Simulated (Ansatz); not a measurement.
The cell is COD entry 9008600, as deposited and not checked against the literature; nothing was relaxed. The listed cell was then made from it by scaling, straining or moving an atom.

BaS: DFT, LDA, all-electron PAW with datasets made for the crystal, scalar-relativistic (Ansatz 0.2.0). What sets it apart from a plain run of this crystal: volume scaled by 0.94.

Command: `ansatz run input.yaml --threads 1 --pin off --max-ram 3072MiB --backend cpu --events-out ev --progress --plain --runs-dir out` The run took 2 s on 1 thread of AMD EPYC 9R45 96-Core Processor (Zen 5), on a shared host, peak memory 0.43 GiB.

```yaml
crystal:
  lattice:
    - [0.0, 3.1285531347, 3.1285531347]
    - [3.1285531347, 0.0, 3.1285531347]
    - [3.1285531347, 3.1285531347, 0.0]
  atoms:
    - { symbol: Ba, position: [0.0, 0.0, 0.0] }
    - { symbol: S, position: [0.5, 0.5, 0.5] }
kpoints:
  mp_grid: { grid: [7, 7, 7] }
scf:
  occupations: { method: fermi_dirac, width: 0.01 }
hamiltonian:
  xc: lda
  pseudopotentials: { kind: all_electron, datasets: crystal }
output:
  forces: true
  stress: true
  eigenvalues: true
  efg: { contact_densities: true }
```

Output (standing set-up lines are left out):

```
Crystal: 2 atoms, lattice volume = 61.244 Å³
Basis set: ecut = 260 eV, 561 PW (Γ)
Space group: Fm-3m (ITA 225), of the structure as read, at distance tolerance 3.9e-5 Å
iter 1 solved again at ethr=1.06e-2 eV; its pass at ethr=1.00e-1 eV (dr2=1.70e0 eV) is discarded
SCF iter   1: F=—  HF=-232037.530799 eV  |F-HF|=—  |Δ(HF+E_count)|=         —  Δρ=3.28e-2  dr2=1.64e0  ethr=1.06e-2  ⟨swp⟩=3.6  Hψ=1469  notcnv=0
preconditioner: auto → none  [insulator: Δε(μ)=2.981 eV  Ē_g=12.343 eV  σ=0.010 eV  W_gap=1.00  n_scr=14 (ndim 8)  ℏωp=17.8 eV  f_vac=0.000  D(μ)=0.00/eV (n_scr^D=0)  ε∞_Penn≈3.1]
SCF iter   2: F=—  HF=-232037.137837 eV  |F-HF|=—  |Δ(HF+E_count)|=   3.93e-1  Δρ=1.80e-2  dr2=2.54e-1  ethr=1.03e-2  ⟨swp⟩=3.5  Hψ=650  notcnv=0  defer=5
iter 3 solved again at ethr=1.50e-4 eV; its pass at ethr=1.59e-3 eV (dr2=2.40e-2 eV) is discarded
SCF iter   3: F=—  HF=-232037.077801 eV  |F-HF|=—  |Δ(HF+E_count)|=   6.00e-2  Δρ=5.55e-3  dr2=2.40e-2  ethr=1.50e-4  ⟨swp⟩=2.9  Hψ=1282  notcnv=0  defer=5
SCF iter   4: F=—  HF=-232037.075429 eV  |F-HF|=—  |Δ(HF+E_count)|=   2.37e-3  Δρ=8.75e-4  dr2=7.94e-4  ethr=1.50e-4  ⟨swp⟩=2.5  Hψ=491  notcnv=0  defer=5
SCF iter   5: F=—  HF=-232037.075592 eV  |F-HF|=—  |Δ(HF+E_count)|=   1.63e-4  Δρ=1.66e-4  dr2=2.00e-5  ethr=4.96e-6  ⟨swp⟩=4.5  Hψ=813  notcnv=0  defer=10
SCF iter   6: F=—  HF=-232037.075598 eV  |F-HF|=—  |Δ(HF+E_count)|=   6.49e-6  Δρ=7.18e-5  dr2=4.27e-6  ethr=1.25e-7  ⟨swp⟩=4.1  Hψ=576  notcnv=1  defer=5
SCF iter   7: F=—  HF=-232037.075597 eV  |F-HF|=—  |Δ(HF+E_count)|=   1.25e-6  Δρ=8.91e-6  dr2=5.09e-8  ethr=2.67e-8  ⟨swp⟩=3.2  Hψ=542  notcnv=0  defer=4
SCF iter   8: F=-232037.075601 eV  HF=-232037.075601 eV  |F-HF|=2.10e-9  |Δ(HF+E_count)|=   3.57e-6  Δρ=6.53e-6  dr2=6.86e-9  ethr=3.18e-10  ⟨swp⟩=4.2  Hψ=712  notcnv=0  defer=3
SCF 1 converged in 8 iterations: F = -232037.075600 eV  dr2 = 6.86e-9
  Residual-converged pass: ⟨swp⟩=4.2  Hψ=592  notcnv=0  max |occ|·‖R‖ = 5.2e-6 eV (tolerance 5.3e-6 eV)  dr2=7.15e-9  dr2_onsite=5.08e-9  max |Δocc| = 0.0e0
  greatest PAW one-centre occupation: 0.948 electrons in one spin orbital (limit 2), on the Ba atom at site 0 (counted from 0), in its partial waves of l = 0
SCF converged after 8 iterations
Free energy (F): -232037.075600 eV
Harris-Foulkes:  -232037.075600 eV  (|F-HF|=2.10e-9)
Internal energy: -232037.075600 eV  (E = F + TS)
E sigma→0 (E₀):  -232037.075600 eV
Past the cutoff: the bands carry plane waves up to 1.75 times it, of which those up to 1.5 times it add -0.000058 eV an atom, each by itself; the spheres take 0.000031 eV an atom off the energy for waves past 1.75 times it
By the cutoff:   a pressure is off by up to 0.004 GPa (1.2 times the spheres' own share and the shells' term, over an atom's volume, and 0.004 GPa: a bound that held against runs at twice the plane waves)
Past the cutoffs: a stress includes 0.0002 GPa for waves and charges beyond them, in addition to the slope of what the spheres take
In the spheres:  the bands' charges fall short by 1.1e-6 e at most (sound up to 1e-3)
Fermi energy:    9.292928 eV
--- Per-component energies (eV) ---
  The terms above E_closure are by the made datasets' own strengths, without shells solved beside the bands.
--- Forces (eV/Å), atoms counted from 1 ---
  atom   1  Ba    -0.00000000    -0.00000000    -0.00000000
  atom   2  S      0.00000000     0.00000000    -0.00000000
  max |Σ_I F_I| component: 6.51e-30 eV/Å
--- Stress (GPa, compression-positive) ---
        0.353179       0.000000      -0.000000
       -0.000000       0.353179      -0.000000
       -0.000000       0.000000       0.353179
  P = ⅓ Tr σ = 0.3532 GPa (3.532 kbar)
--- PAW observables at the nuclei: V_zz in 10²¹ V/m², potentials from the cell's mean, atoms counted from 1 ---
  atom   1  Ba V_zz =    +0.000000   η = 0.0000   by run symmetry: forbidden
            electrostatic potential = -9618.226986 V   contact ρ = 2057083.997442 e/Å³
  atom   2  S  V_zz =    +0.000000   η = 0.0000   by run symmetry: forbidden
            electrostatic potential = -1632.738967 V   contact ρ = 19620.166765 e/Å³
--- Band table (eV; the first three rows and the last of 20) ---
  k-point 0: bands = ["-17.4561", "-2.4494", "-2.4494", "-2.4494", "-2.0341", "8.3143", "8.3143", "8.3143", "12.0197", "12.1330"]
  k-point 1: bands = ["-17.4444", "-3.0028", "-2.4585", "-2.4585", "-1.4656", "7.7679", "8.0320", "8.0320", "12.1142", "12.4427"]
  k-point 2: bands = ["-17.4180", "-3.5716", "-2.4786", "-2.4786", "-0.8594", "6.8826", "7.5307", "7.5307", "12.4312", "13.3030"]
  k-point 19: bands = ["-17.3761", "-3.3295", "-2.9245", "-2.7364", "-1.1451", "7.1151", "7.7825", "7.9007", "12.1295", "13.0734"]
```
